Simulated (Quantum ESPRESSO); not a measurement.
Set up this calculation in Quantum ESPRESSO 7.5, as an ASE script.

```
Task                : single point
Functional          : PBEsol
Potentials or basis : GBRV 1.5 PBEsol
Cutoff              : 612 eV
Density cutoff      : 4898 eV
k mesh              : 11 × 11 × 6
Occupations         : fermi-dirac, width 0.05 eV
Spin                : no spin polarisation
Mixing beta         : 0.5
Most SCF iterations : 120
SCF threshold       : 4e-10 Ry
```

The structure of Re lies in Re.xyz:

```xyz
2
Lattice="2.7608000000 0.0000000000 0.0000000000 -1.3804000000 2.3909229348 0.0000000000 0.0000000000 0.0000000000 4.4582000000" Properties=species:S:1:pos:R:3 pbc="T T T"
Re     1.3804000001      0.7969743115      3.3436500000
Re    -0.0000000001      1.5939486233      1.1145500000
```

One way to write it, as run:

run.py

```python
import numpy as np
from ase.calculators.espresso import Espresso, EspressoProfile
from ase.io import read

atoms = read('Re.xyz')

input_data = {
    'control': {'calculation': 'scf', 'prefix': 'pwscf', 'outdir': './tmp', 'tprnfor': True, 'tstress': True, 'disk_io': 'nowf'},
    'system': {'ecutwfc': 45.0, 'ecutrho': 360.0, 'nbnd': 22, 'occupations': 'smearing', 'smearing': 'fd', 'degauss': 0.00367493},
    'electrons': {'conv_thr': 4e-10, 'electron_maxstep': 120, 'mixing_beta': 0.5},
}
pseudopotentials = {'Re': 're_pbesol_v1.2.uspp.F.UPF'}
profile = EspressoProfile(command='mpirun -n 2 pw.x -nk 2', pseudo_dir='pseudo')
dft = Espresso(profile=profile, input_data=input_data, pseudopotentials=pseudopotentials, kpts=(11, 11, 6), koffset=(0, 0, 0))
atoms.calc = dft

print(f'energy {atoms.get_potential_energy():.8f} eV')
print('forces (eV/A)')
print(np.round(atoms.get_forces(), 6))
print('stress (eV/A^3, Voigt)')
print(np.round(atoms.get_stress(), 8))
print(f'Fermi level {dft.get_fermi_level():.4f} eV')
```

Potentials or basis: GBRV 1.5 PBEsol.

The run is started by

```sh
$ OMP_NUM_THREADS=1 python run.py
```

Results of the run:

| Property | Result |
| --- | --- |
| Pressure | -4.3 GPa |
| Band gap on the k mesh | none (metal or under the smearing width) |

Run time: 15 s on 2 MPI ranks on Arm Neoverse V1, with other jobs on the host, peak memory 0.32 GiB a rank.
